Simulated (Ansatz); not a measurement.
# VO2: the cost of one run

Program: Ansatz 0.2.0 through its Python package. Level of theory: DFT PBEsol, plane waves, PAW. These are calculated values, not measurements.

The COD entry's cell or inner coordinates are ideal or old and differ from later refinements, so a difference from it is no clean test against experiment.

### 1 The system

Symmetry: P4_2/mnm, No. 136, tetragonal system. Conventional cell: a = 4.530 Å, b = 4.530 Å, c = 2.869 Å, α = 90.00°, β = 90.00°, γ = 90.00°. V (site symmetry mmm) has 6 O at 1.90 to 1.95 Å as nearest neighbours. O (site symmetry m2m) has 3 V at 1.90 to 1.95 Å as nearest neighbours.

No structure file is read: the coordinates are typed or built in the script.

### 2 Script

eos_vo2.py reads:

```python
# -*- coding: utf-8 -*-
"""Bulk modulus of VO2 from an E(V) curve."""

import warnings

import ansatz
import numpy as np

vectors0 = np.array([
    [4.53, 0.0, 0.0],
    [0.0, 4.53, 0.0],
    [0.0, 0.0, 2.869],
])
sites = [
    ("V", (0.0, 0.0, 0.0), 1.5),
    ("V", (0.5, 0.5, 0.5), 1.5),
    ("O", (0.305, 0.305, 0.0), 0.0),
    ("O", (0.195, 0.805, 0.5), 0.0),
    ("O", (0.695, 0.695, 0.0), 0.0),
    ("O", (0.805, 0.195, 0.5), 0.0),
]


def crystal_on(cell):
    crystal = ansatz.Crystal(lattice=ansatz.Lattice.of(cell))
    for symbol, position, moment in sites:
        crystal = crystal.atom(symbol, position, moment=moment or None)
    return crystal

warnings.simplefilter("ignore", ansatz.DeckWarning)

# uniform scaling of the cell
volumes, energies = [], []
for scale in np.linspace(0.95, 1.07, 5):
    cell = vectors0 * scale ** (1 / 3)
    base = (
        crystal_on(cell).calculation()
        .functional(ansatz.Functional.PBESOL)
        .occupations("fermi_dirac")
        .spin("collinear")
        .basis(500)
        .kpoints(6, 6, 9)
    )
    rep = base.run(threads=1).report
    volumes.append(abs(np.linalg.det(cell)) / len(sites))
    energies.append(rep["free_energy_ev"] / len(sites))
    print(f"V = {volumes[-1]:8.4f} A^3/atom  F = {energies[-1]:.5f} eV/atom")

# third-order Birch-Murnaghan: a cubic in V^(-2/3)
x = np.array(volumes) ** (-2 / 3)
poly = np.polynomial.Polynomial.fit(x, energies, 3).convert()
roots = poly.deriv().roots()
x0 = min((r.real for r in roots if abs(r.imag) < 1e-9 and poly.deriv(2)(r.real) > 0), key=lambda r: abs(r - x.mean()))
v0 = x0 ** -1.5
b0 = 4 / 9 * poly.deriv(2)(x0) * v0 ** (-7 / 3) * 160.21766
b1 = 4 + 2 / 3 * x0 * poly.deriv(3)(x0) / poly.deriv(2)(x0)
print(f"V0 = {v0:.4f} A^3/atom, B0 = {b0:.1f} GPa, dB/dP = {b1:.2f}")
```

### 3 The calls as engine input

The package turns the script's settings into the engine's input (first run):

```yaml
crystal:
  lattice:
    - [4.45320550338676, 0.0, 0.0]
    - [0.0, 4.45320550338676, 0.0]
    - [0.0, 0.0, 2.8203634854782815]
  atoms:
    - { symbol: V, position: [0.0, 0.0, 0.0], spin: 1.5 }
    - { symbol: V, position: [0.5, 0.5, 0.5], spin: 1.5 }
    - { symbol: O, position: [0.305, 0.305, 0.0] }
    - { symbol: O, position: [0.195, 0.805, 0.5] }
    - { symbol: O, position: [0.695, 0.695, 0.0] }
    - { symbol: O, position: [0.805, 0.195, 0.5] }
basis:
  ecutwfc: 500.0
kpoints:
  mp_grid:
    grid: [6, 6, 9]
hamiltonian:
  xc: pbesol
magnetization:
  spin_polarized: true
scf:
  occupations:
    method: fermi_dirac
```

### 4 Launch

Started as:

```console
$ python eos_vo2.py
```

**Question.** How long does this script take on 1 thread of Arm Neoverse V1, shared host, and how much memory does it need?

About 1.7 min, with a peak of 0.56 GiB.
